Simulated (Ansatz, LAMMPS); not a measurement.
# Gap against volume in amorphous 43Bi2O3-57BaO (mol %) (99 atoms)

Density of this cell: 6.68 g/cm³. The cell holds 99 atoms: 26 Bi, 17 Ba and 56 O. Cell: a = 12.815 Å, b = 12.706 Å, c = 13.275 Å, α = 89.7°, β = 85.5°, γ = 90.7°. The starting structure: 99 atoms (26 Gd, 17 Ba, 56 O) placed at random at 7.09 g/cm³, melted at 5000 K for 10 ps at fixed volume with the Morse and Coulomb pair potential with partial charges (Pedone, Malavasi, Menziani, Cormack and Segre, J. Phys. Chem. B 110, 11780 (2006)). Quenched from 5000 K to 300 K at 50 K/ps and fixed volume, held 5 ps, then minimised at fixed cell. Then Gd was replaced by Bi and the cell scaled by 1.02 (the potential has no terms for the new elements, so the cell is a start for a DFT relaxation).

Calculated with Ansatz 0.2.0: Kohn-Sham DFT, PBE, PAW (set soft_2), plane waves; cutoff 420 eV, Γ point, gaussian smearing of 0.025 eV. The relaxed cell was scaled evenly and the atoms were relaxed at each volume. The gap is that between the highest filled and the lowest empty Kohn-Sham level on the run's k-points.

| volume (Å³/atom) | gap (eV) |
| --- | --- |
| 19.588 | 2.173 |
| 20.459 | 2.269 |
| 21.112 | ? |
| 21.765 | 2.327 |
| 22.418 | 2.337 |
| 23.071 | 2.348 |

Task: Fit a straight line in ln V to the rows given and interpolate to the withheld row.

**Working.**

A volume deformation potential makes the spacing linear in u = ln(V/V0), with V0 = 21.765 Å³ the relaxed volume; v is the spacing.

```
u = ln(V/V0)  v (eV)
   -0.105360   2.173
  -0.0618753  2.2694
           0  2.3273
   0.0295594  2.3368
   0.0582690  2.3478
```

With n = 5: mean u = -0.0158815, mean v = 2.29086, Σ(u − ū)² = 0.017937, Σ(u − ū)(v − v̄) = 0.018421. Slope b = 0.018421 / 0.017937 = 1.0270; intercept a = v̄ − b ū = 2.3072.

At the withheld volume u = -0.03046, and v = a + b u.

Prediction at 21.112: 2.276 eV. The run gave 2.298 eV, so the fit is low by 0.023 eV (0.98 % of the value).

The rows follow a line only loosely (correlation 0.94 in size over all rows, under the 0.97 asked here), so the slope of +1.03 eV is a mean trend and no deformation potential. Among the rows given, the largest miss of the fit is at 19.588, by 0.026 eV (15 % of the range of the table).

Limits: The table spans 16 % in volume, wide for a linear law. Semilocal functionals tend to put gaps under measured ones. Only the Γ point is sampled. Atoms move by up to 1.0 Å in these relaxations, so the structure changes along the series. Defect or tail levels can set the spacing of a disordered cell. Spin–orbit coupling is left out, which matters for the levels of the heavy elements.

[Logs are printed without paths, hosts, clocks, repeated set-up lines and the standing remarks that a program may print on its own settings, such as how far it seeks lower states.]

[Hosts, paths, dates, database ids (printed as entryN), source tags and the programs' standing remarks are cut or masked in the printed files.]
